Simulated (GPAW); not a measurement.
# SnTe (Fm-3m) in GPAW: further runs

One crystal, SnTe, is run at these levels: PBE; tasks: band structure.

Program: GPAW 26.7.0. These are calculated values, not measurements. Logs are shortened: lines on timing, memory, paths and dates and some standing lists are left out, and cuts for length are marked. The log counts tension as positive stress, the text compression.

**Experimental background.**

A printed reference work, textbook reports, for a bulk crystal of SnTe at 300 K: band gap 0.18 eV (direct).

The runs below are set against these values where they give the same quantity.

## (1) Starting point

The structure is cubic, space group Fm-3m (No. 225). The conventional cell has a = 6.302 Å, b = 6.302 Å, c = 6.302 Å, α = 90.00°, β = 90.00°, γ = 90.00°. Around Te (site symmetry m-3m) lie 6 Sn at 3.15 Å. Sn (site symmetry m-3m) has 6 Te at 3.15 Å as nearest neighbours.

## (2) Band structure, PBE

The input, run.py:

```python
from ase.dft.bandgap import bandgap
from ase.io import read, write
from gpaw import GPAW

atoms = read('POSCAR')

calc = GPAW(mode='lcao',
            h=0.2,
            basis='sz(dzp)',
            xc='PBE',
            kpts={'size': (6, 6, 6), 'gamma': True},
            occupations={'name': 'fermi-dirac', 'width': 0.05},
            convergence={'density': 1e-05, 'energy': 1e-05},
            maxiter=150,
            txt='gpaw.txt')
atoms.calc = calc
energy = atoms.get_potential_energy()
forces = atoms.get_forces()
calc.write('gs.gpw')
write('result.traj', atoms)
print(f'Energy: {energy:.6f} eV')
print('Forces (eV/A):')
print(forces.round(4))
print('Fermi level:', round(calc.get_fermi_level(), 4), 'eV')
print(f'Gap: {bandgap(calc)[0]:.4f} eV, direct: {bandgap(calc, direct=True)[0]:.4f} eV')

path = atoms.cell.bandpath('GXWKGLUWLK,UX', npoints=100, eps=1e-4)
bs_calc = calc.fixed_density(kpts=path, symmetry='off', txt='bands.txt')
bs = bs_calc.band_structure()
bs.write('bs.json')
print(f'Gap on the path: {bandgap(bs_calc)[0]:.4f} eV')
```

The input, POSCAR:

```
SnTe
1.0
    0.0000000000      3.1508500000      3.1508500000
    3.1508500000      0.0000000000      3.1508500000
    3.1508500000      3.1508500000      0.0000000000
Te Sn
1 1
Direct
    0.5000000000      0.5000000000      0.5000000000
    0.0000000000      0.0000000000      0.0000000000
```

Potentials or basis: GPAW PAW data sets (gpaw-data 1.2.1), lcao:sz(dzp).

Run with:

```sh
$ OMP_NUM_THREADS=1 python run.py
```

gpaw.txt:

```text
__  _  _
 | _ |_)|_||  |
 |__||  | ||/\| - 26.7.0

Input parameters:
  mode=LCAO(),
  basis={'default': 'sz(dzp)'},
  convergence={'density': 1e-05, 'energy': 1e-05},
  h=0.2,
  kpts=MonkhorstPack(size=(6, 6, 6), gamma=True),
  maxiter=150,
  occupations=Occupations(name='fermi-dirac', width=0.05),
  xc=XC(name='PBE')

                 Te

       Sn

Atoms  # Å, Bohr magnetons
|   | symbol |        x |        y |        z |    initial magnetic moments |
|---|--------|----------|----------|----------|-----------------------------|
| 0 |     Te | 3.150850 | 3.150850 | 3.150850 | ( 0.0000,  0.0000,  0.0000) |
| 1 |     Sn | 0.000000 | 0.000000 | 0.000000 | ( 0.0000,  0.0000,  0.0000) |

Unit cell  # Å
| periodic |        x |        y |        z |  lengths |    angles |
|----------|----------|----------|----------|----------|-----------|
|      yes | 0.000000 | 3.150850 | 3.150850 | 4.455975 | 60.000000 |
|      yes | 3.150850 | 0.000000 | 3.150850 | 4.455975 | 60.000000 |
|      yes | 3.150850 | 3.150850 | 0.000000 | 4.455975 | 60.000000 |

Number of symmetries: 48
Symmetry operations  # r_c * U_cc + t_c -> r_c
|    | kind |            matrix            |
|----|------|------------------------------|
|  0 |  σ   |  1, 0, 0,  1, 0,-1,  1,-1, 0 |
|  1 |  C2  |  1, 0, 0,  1,-1, 0,  1, 0,-1 |
|  2 |  E   |  1, 0, 0,  0, 1, 0,  0, 0, 1 |
|  3 |  σ   |  1, 0, 0,  0, 0, 1,  0, 1, 0 |
|  4 |  C4  |  1, 0,-1,  1, 0, 0,  1,-1, 0 |
|  5 |  S6  |  1, 0,-1,  1,-1, 0,  1, 0, 0 |
|  6 |  σ   |  1, 0,-1,  0, 1,-1,  0, 0,-1 |
|  7 |  C3  |  1, 0,-1,  0, 0,-1,  0, 1,-1 |
|  8 |  S6  |  1,-1, 0,  1, 0, 0,  1, 0,-1 |
|  9 |  C4  |  1,-1, 0,  1, 0,-1,  1, 0, 0 |
| 10 |  C3  |  1,-1, 0,  0,-1, 1,  0,-1, 0 |
| 11 |  σ   |  1,-1, 0,  0,-1, 0,  0,-1, 1 |
| 12 |  σ   |  0, 1, 0,  1, 0, 0,  0, 0, 1 |
| 13 |  C4  |  0, 1, 0,  0, 1,-1, -1, 1, 0 |
| 14 |  C3  |  0, 1, 0,  0, 0, 1,  1, 0, 0 |
| 15 |  S6  |  0, 1, 0, -1, 1, 0,  0, 1,-1 |
| 16 |  C2  |  0, 1,-1,  1, 0,-1,  0, 0,-1 |
[... 17 lines left out ...]
| 34 |  S4  |  0,-1, 0,  0,-1, 1,  1,-1, 0 |
| 35 |  C2  |  0,-1, 0, -1, 0, 0,  0, 0,-1 |
| 36 |  C2  | -1, 1, 0,  0, 1, 0,  0, 1,-1 |
| 37 |  S6  | -1, 1, 0,  0, 1,-1,  0, 1, 0 |
| 38 |  S4  | -1, 1, 0, -1, 0, 1, -1, 0, 0 |
| 39 |  C3  | -1, 1, 0, -1, 0, 0, -1, 0, 1 |
| 40 |  S6  | -1, 0, 1,  0, 0, 1,  0,-1, 1 |
| 41 |  C2  | -1, 0, 1,  0,-1, 1,  0, 0, 1 |
| 42 |  C3  | -1, 0, 1, -1, 1, 0, -1, 0, 0 |
| 43 |  S4  | -1, 0, 1, -1, 0, 0, -1, 1, 0 |
| 44 |  C2  | -1, 0, 0,  0, 0,-1,  0,-1, 0 |
| 45 |  i   | -1, 0, 0,  0,-1, 0,  0, 0,-1 |
| 46 |  σ   | -1, 0, 0, -1, 1, 0, -1, 0, 1 |
| 47 |  C2  | -1, 0, 0, -1, 0, 1, -1, 1, 0 |

BZ-sampling:
  Number of BZ points: 216
  Number of IBZ points: 16

  Monkhorst-Pack size: [6, 6, 6]
  Monkhorst-Pack shift: [0.08333333333333333, 0.08333333333333333, 0.08333333333333333]

K-points  # in reciprocal-cell coordinates
|     |                                coordinates |     weight |
|-----|--------------------------------------------|------------|
|   0 | (  0.00000000,   0.00000000,   0.00000000) | 0.00462963 |
|   1 | (  0.16666667,   0.16666667,   0.00000000) | 0.02777778 |
|   2 | (  0.16666667,   0.16666667,   0.16666667) | 0.03703704 |
|   3 | (  0.33333333,   0.16666667,   0.16666667) | 0.05555556 |
|   4 | (  0.33333333,   0.33333333,  -0.33333333) | 0.05555556 |
|   5 | (  0.33333333,   0.33333333,   0.00000000) | 0.02777778 |
|   6 | (  0.33333333,   0.33333333,   0.16666667) | 0.11111111 |
|   7 | (  0.33333333,   0.33333333,   0.33333333) | 0.03703704 |
|   8 | (  0.50000000,   0.33333333,  -0.33333333) | 0.11111111 |
|   9 | (  0.50000000,   0.33333333,  -0.16666667) | 0.05555556 |
| ... |                                            |            |
|  15 | (  0.50000000,   0.50000000,   0.50000000) | 0.01851852 |

basis functions: 13
Spin-components: 1 (collinear spins)
Bands:           13
Projectors:      11
Spin-degeneracy: 2
Datatype:        <class 'complex'>

Parallelization:
  kpt:    1
  domain: 1
  band:   1

Density:
  Valence electrons: 20.0
  Components: 1
  Grid points: [20 20 20]
  Charge: 0.0  # |e|

Potential:
  Grid points: [20 20 20]

species:
  Te:
    name:    Tellurium
    Z:       52.0
    valence: 6
    core:    46
    charge:  0.0  # [|e|]
    compensation charges:
      type: gauss
      rc: 0.36  # [Å]
      lmax: 2
    cutoffs:
      filter: 2.09  # [Å]
      core: 3.17  # [Å]
    projectors
    | kind |    occ | energy [eV] | rcut [Å] |
    |------|--------|-------------|----------|
    |   5s |  2.000 |     -15.089 |    1.180 |
    |   5p |  4.000 |      -5.955 |    1.196 |
    |    s |        |      12.123 |    1.180 |
    |    p |        |      21.256 |    1.196 |
    |    d |        |       0.000 |    1.238 |

    LCAO basis set for Te:
      Name: sz(dzp)
      File: <dir>
      Number of radial functions: 2
      Number of spherical harmonics: 4
        l=0, rc=6.2500 Bohr: 5s-sz confined orbital
        l=1, rc=8.0156 Bohr: 5p-sz confined orbital
      Number of RI-basis functions 0

  Sn:
    name:    Tin
    Z:       50.0
    valence: 14
    core:    36
    charge:  0.0  # [|e|]
    compensation charges:
      type: gauss
      rc: 0.38  # [Å]
[... 66 lines left out ...]
|      yes | 0.000000 | 3.150850 | 3.150850 | 4.455975 | 60.000000 |
|      yes | 3.150850 | 0.000000 | 3.150850 | 4.455975 | 60.000000 |
|      yes | 3.150850 | 3.150850 | 0.000000 | 4.455975 | 60.000000 |

Number of symmetries: 48
Symmetry operations  # r_c * U_cc + t_c -> r_c
|    | kind |            matrix            |
|----|------|------------------------------|
|  0 |  σ   |  1, 0, 0,  1, 0,-1,  1,-1, 0 |
|  1 |  C2  |  1, 0, 0,  1,-1, 0,  1, 0,-1 |
|  2 |  E   |  1, 0, 0,  0, 1, 0,  0, 0, 1 |
|  3 |  σ   |  1, 0, 0,  0, 0, 1,  0, 1, 0 |
|  4 |  C4  |  1, 0,-1,  1, 0, 0,  1,-1, 0 |
|  5 |  S6  |  1, 0,-1,  1,-1, 0,  1, 0, 0 |
|  6 |  σ   |  1, 0,-1,  0, 1,-1,  0, 0,-1 |
|  7 |  C3  |  1, 0,-1,  0, 0,-1,  0, 1,-1 |
|  8 |  S6  |  1,-1, 0,  1, 0, 0,  1, 0,-1 |
|  9 |  C4  |  1,-1, 0,  1, 0,-1,  1, 0, 0 |
| 10 |  C3  |  1,-1, 0,  0,-1, 1,  0,-1, 0 |
| 11 |  σ   |  1,-1, 0,  0,-1, 0,  0,-1, 1 |
| 12 |  σ   |  0, 1, 0,  1, 0, 0,  0, 0, 1 |
| 13 |  C4  |  0, 1, 0,  0, 1,-1, -1, 1, 0 |
| 14 |  C3  |  0, 1, 0,  0, 0, 1,  1, 0, 0 |
| 15 |  S6  |  0, 1, 0, -1, 1, 0,  0, 1,-1 |
| 16 |  C2  |  0, 1,-1,  1, 0,-1,  0, 0,-1 |
[... 17 lines left out ...]
| 34 |  S4  |  0,-1, 0,  0,-1, 1,  1,-1, 0 |
| 35 |  C2  |  0,-1, 0, -1, 0, 0,  0, 0,-1 |
| 36 |  C2  | -1, 1, 0,  0, 1, 0,  0, 1,-1 |
| 37 |  S6  | -1, 1, 0,  0, 1,-1,  0, 1, 0 |
| 38 |  S4  | -1, 1, 0, -1, 0, 1, -1, 0, 0 |
| 39 |  C3  | -1, 1, 0, -1, 0, 0, -1, 0, 1 |
| 40 |  S6  | -1, 0, 1,  0, 0, 1,  0,-1, 1 |
| 41 |  C2  | -1, 0, 1,  0,-1, 1,  0, 0, 1 |
| 42 |  C3  | -1, 0, 1, -1, 1, 0, -1, 0, 0 |
| 43 |  S4  | -1, 0, 1, -1, 0, 0, -1, 1, 0 |
| 44 |  C2  | -1, 0, 0,  0, 0,-1,  0,-1, 0 |
| 45 |  i   | -1, 0, 0,  0,-1, 0,  0, 0,-1 |
| 46 |  σ   | -1, 0, 0, -1, 1, 0, -1, 0, 1 |
| 47 |  C2  | -1, 0, 0, -1, 0, 1, -1, 1, 0 |

BZ-sampling:
  Number of BZ points: 216
  Number of IBZ points: 16

  Monkhorst-Pack size: [6, 6, 6]
  Monkhorst-Pack shift: [0.08333333333333333, 0.08333333333333333, 0.08333333333333333]

K-points  # in reciprocal-cell coordinates
|     |                                coordinates |     weight |
|-----|--------------------------------------------|------------|
|   0 | (  0.00000000,   0.00000000,   0.00000000) | 0.00462963 |
|   1 | (  0.16666667,   0.16666667,   0.00000000) | 0.02777778 |
|   2 | (  0.16666667,   0.16666667,   0.16666667) | 0.03703704 |
|   3 | (  0.33333333,   0.16666667,   0.16666667) | 0.05555556 |
|   4 | (  0.33333333,   0.33333333,  -0.33333333) | 0.05555556 |
|   5 | (  0.33333333,   0.33333333,   0.00000000) | 0.02777778 |
|   6 | (  0.33333333,   0.33333333,   0.16666667) | 0.11111111 |
|   7 | (  0.33333333,   0.33333333,   0.33333333) | 0.03703704 |
|   8 | (  0.50000000,   0.33333333,  -0.33333333) | 0.11111111 |
|   9 | (  0.50000000,   0.33333333,  -0.16666667) | 0.05555556 |
| ... |                                            |            |
|  15 | (  0.50000000,   0.50000000,   0.50000000) | 0.01851852 |

basis functions: 13
Spin-components: 1 (collinear spins)
Bands:           13
Projectors:      11
Spin-degeneracy: 2
Datatype:        <class 'complex'>

Parallelization:
  kpt:    1
  domain: 1
  band:   1

Density:
  Valence electrons: 20.0
  Components: 1
  Grid points: [20 20 20]
  Charge: 0.0  # |e|

Potential:
  Grid points: [20 20 20]

species:
  Te:
    name:    Tellurium
    Z:       52.0
    valence: 6
    core:    46
    charge:  0.0  # [|e|]
    compensation charges:
      type: gauss
      rc: 0.36  # [Å]
      lmax: 2
    cutoffs:
      filter: 2.09  # [Å]
      core: 3.17  # [Å]
    projectors
    | kind |    occ | energy [eV] | rcut [Å] |
    |------|--------|-------------|----------|
    |   5s |  2.000 |     -15.089 |    1.180 |
    |   5p |  4.000 |      -5.955 |    1.196 |
    |    s |        |      12.123 |    1.180 |
    |    p |        |      21.256 |    1.196 |
    |    d |        |       0.000 |    1.238 |

    LCAO basis set for Te:
      Name: sz(dzp)
      File: <dir>
      Number of radial functions: 2
      Number of spherical harmonics: 4
        l=0, rc=6.2500 Bohr: 5s-sz confined orbital
        l=1, rc=8.0156 Bohr: 5p-sz confined orbital
      Number of RI-basis functions 0

  Sn:
    name:    Tin
    Z:       50.0
    valence: 14
    core:    36
    charge:  0.0  # [|e|]
    compensation charges:
      type: gauss
      rc: 0.38  # [Å]
      lmax: 2
    cutoffs:
      filter: 2.23  # [Å]
      core: 2.35  # [Å]
    projectors
    | kind |    occ | energy [eV] | rcut [Å] |
    |------|--------|-------------|----------|
    |   5s |  2.000 |     -10.538 |    1.201 |
    |   5p |  2.000 |      -3.696 |    1.270 |
    |   4d | 10.000 |     -25.845 |    1.185 |
    |    s |        |      16.674 |    1.201 |
    |    p |        |      23.515 |    1.270 |
    |    d |        |       1.367 |    1.185 |

    LCAO basis set for Sn:
      Name: sz(dzp)
      File: <dir>
      Number of radial functions: 3
      Number of spherical harmonics: 9
        l=0, rc=7.1250 Bohr: 5s-sz confined orbital
        l=1, rc=9.5469 Bohr: 5p-sz confined orbital
        l=2, rc=4.0625 Bohr: 4d-sz confined orbital
      Number of RI-basis functions 0

Reference energy: -352801.376741  # eV

eigensolver:
  <gpaw.new.lcao.eigensolver.LCAOEigensolver object>
density mixing:
  MSR1-Mixer
  Pratt-step length: 0.05
  Maximum mixing coefficient: 0.75
  Old densities: 10
  SVD Regularization: 0.005
  Good broyden scale: 1.0
  Trust region scale: 1.0
  Backstep threshold: 4.0
  History deletion threshold: 6.0
  Fourier metric: weight=20.0, sigma=0.015

occupation numbers:
  Fermi-Dirac:
    width: 0.0500  # eV

FastPoissonSolver using
    Stencil: 12*3+1=37 point O(h^6) finite-difference Laplacian
    FFT axes: [np.int64(0), np.int64(1), np.int64(2)]
    FST axes: []

xc functional:
  name: PBE with 2 nearest neighbor stencil
interpolation: tri-quintic # 5. degree polynomial

convergence criteria:
- Maximum integral of absolute [dens]ity change: 1e-05 electrons / valence electron
- Maximum [total energy] change in last 3 cyles: 1e-05 eV / valence electron
- Maximum integral of absolute [eigenst]ate change: 4e-08 eV^2 / valence electron
maximum number of iterations: 150

SCF iterations
|iter     | |      energy | eigst |  dens |
|---------|-|-------------|-------|-------|
|iter:   1| |   -6.261932 |      c|       |
|iter:   2| |   -6.257630 |      c| -1.60 |
|iter:   3| |   -6.224227 |      c| -1.62 |
|iter:   4| |   -6.221360 |      c| -2.22 |
|iter:   5| |   -6.221327 |      c| -3.07 |
|iter:   6| |   -6.221327c|      c| -4.53 |
|iter:   7| |   -6.221326c|      c| -4.93 |
|iter:   8| |   -6.221326c|      c| -6.89c|

Converged in 8 steps
Energy contributions relative to reference atoms: (reference = -352801.376741)

Energy contributions:
  Kinetic:          77.091110
  Coulomb:         -71.386722
  Zero:              0.095944
  External:          0.000000
  Xc:              -12.020674
  Entropy:          -0.001970
  Spinorbit:         0.000000
  ----------------------------
  Free energy:      -6.222311
  Extrapolated:     -6.221326

dipole moment: (-21.150247, -21.150247, -21.150247)  # |e|*Ang

Fermi level: 6.963
Eigenvalues  # (at kpt = [0.000, 0.000, 0.000])
| band index |      eig [eV] | occ [0-2] |
|------------|---------------|-----------|
|          0 |       -14.277 |     2.000 |
|        ... |               |           |
|          2 |       -14.270 |     2.000 |
|          3 |       -14.270 |     2.000 |
|          4 |       -14.268 |     2.000 |
|          5 |        -6.130 |     2.000 |
|          6 |         2.063 |     2.000 |
|          7 |         4.488 |     2.000 |
|          8 |         4.488 |     2.000 |
|          9 |         4.488 |     2.000 |
|         10 |        10.282 |     0.000 |
|         11 |        10.282 |     0.000 |
|         12 |        10.282 |     0.000 |

Gap: 0.131 eV
Transition (v -> c):
  (s=0, k=15, n=9, [0.50, 0.50, 0.50]) -> (s=0, k=15, n=10, [0.50, 0.50, 0.50])
No difference between direct/indirect transitions

Forces  # eV/Ang
|       x |       y |        z |
|---------|---------|----------|
| 0.00000 | 0.00000 | -0.00000 |  # Te   0
| 0.00000 | 0.00000 |  0.00000 |  # Sn   1

# Writing to gs.gpw (mode='')
```

Run time: 8.9 s. Hardware: 1 thread of Arm Neoverse V1, shared host; peak memory 0.17 GiB.

These settings aren't checked as converged: the numbers below hold their error.

Results:

```yaml
Free_energy: -6.2223 eV
Band_gap_on_the_k_mesh: 0.13 eV, direct
Band_gap_along_the_path: 0.10 eV, indirect (least direct gap 0.13 eV)
```

Caveat: the real-space grid adds noise to forces; spin-orbit coupling is left out, which moves the levels of the heavy elements; the basis of atomic orbitals isn't converged, which shifts pressures, moduli and gaps.

## (3) Band structure, PBE

The input, run.py:

```python
from ase import Atoms
from ase.dft.bandgap import bandgap
from ase.io import write
from ase.units import GPa
from gpaw import GPAW, PW, setup_paths

setup_paths.insert(0, '.')

atoms = Atoms(['Te', 'Sn'],
              cell=[[0.0, 3.15085, 3.15085],
                    [3.15085, 0.0, 3.15085],
                    [3.15085, 3.15085, 0.0]],
              scaled_positions=[[0.5, 0.5, 0.5],
                                [0.0, 0.0, 0.0]],
              pbc=True)

calc = GPAW(mode=PW(600),
            xc='PBE',
            kpts={'size': (6, 6, 6), 'gamma': True},
            occupations={'name': 'fermi-dirac', 'width': 0.05},
            setups={'Sn': 'jth', 'Te': 'jth'},
            nbands=-9,
            convergence={'density': 1e-05, 'energy': 1e-05},
            maxiter=150,
            txt='gpaw.txt')
atoms.calc = calc
energy = atoms.get_potential_energy()
forces = atoms.get_forces()
stress = atoms.get_stress()
calc.write('gs.gpw')
write('result.traj', atoms)
print(f'Energy: {energy:.6f} eV')
print('Forces (eV/A):')
print(forces.round(4))
print('Stress (GPa):', (stress / GPa).round(3))
print('Fermi level:', round(calc.get_fermi_level(), 4), 'eV')
print(f'Gap: {bandgap(calc)[0]:.4f} eV, direct: {bandgap(calc, direct=True)[0]:.4f} eV')

path = atoms.cell.bandpath('GXWKGLUWLK,UX', npoints=60, eps=1e-4)
bs_calc = calc.fixed_density(kpts=path, symmetry='off', nbands=-21,
                             convergence={'bands': 'CBM+6.0', 'eigenstates': 1e-6}, txt='bands.txt')
bs = bs_calc.band_structure()
bs.write('bs.json')
print(f'Gap on the path: {bandgap(bs_calc)[0]:.4f} eV')
```

Potentials or basis: JTH PAW 2.0, PBE, pw.

Run with:

```sh
$ OMP_NUM_THREADS=1 python run.py
```

Wall time 64 s (1 thread of Arm Neoverse V1, shared host); peak memory 0.27 GiB.

It converged, with:

* Free energy: -7.4534 eV
* Pressure: 2.2 GPa
* Band gap on the k mesh: 0.13 eV, direct
* Band gap along the path: 0.13 eV, direct

Levels at the corners of the path, in eV from the valence-band top:
```tsv
point	band 6	band 7	band 8	band 9	band 10	band 11	band 12	band 13	band 14	band 15
Γ	-12.81	-4.69	-2.14	-2.14	-2.14	3.44	3.44	3.44	4.81	4.81
X	-11.23	-6.50	-5.58	-3.74	-3.74	2.19	4.98	4.98	6.38	9.35
W	-11.14	-7.39	-4.83	-4.83	-0.83	0.85	4.65	4.65	6.16	6.16
K	-11.19	-7.44	-5.18	-3.25	-2.72	3.04	3.09	4.28	5.57	8.29
Γ	-12.81	-4.69	-2.14	-2.14	-2.14	3.44	3.44	3.44	4.81	4.81
L	-11.53	-8.34	-1.81	-1.81	0.00	0.13	0.35	0.35	7.92	8.90
U	-11.19	-7.44	-5.18	-3.25	-2.72	3.04	3.09	4.28	5.57	8.29
W	-11.14	-7.39	-4.83	-4.83	-0.83	0.85	4.65	4.65	6.16	6.16
L	-11.53	-8.34	-1.81	-1.81	0.00	0.13	0.35	0.35	7.92	8.90
K	-11.19	-7.44	-5.18	-3.25	-2.72	3.04	3.09	4.28	5.57	8.29
U	-11.19	-7.44	-5.18	-3.25	-2.72	3.04	3.09	4.28	5.57	8.29
X	-11.23	-6.50	-5.58	-3.74	-3.74	2.19	4.98	4.98	6.38	9.35
```

Caveat: the program truncates these outside data sets; spin-orbit coupling is left out, which moves the levels of the heavy elements.

## (4) How close it comes

Step 3. Measured gap of SnTe: 0.18 eV (direct; 300 K; a printed reference work, textbook). This calculation gives 0.13 eV (-0.05 eV). Spin-orbit coupling on Sn, Te is left out. The value is that of PBE, without temperature or zero-point motion. Semilocal functionals fall short of measured gaps as a rule.
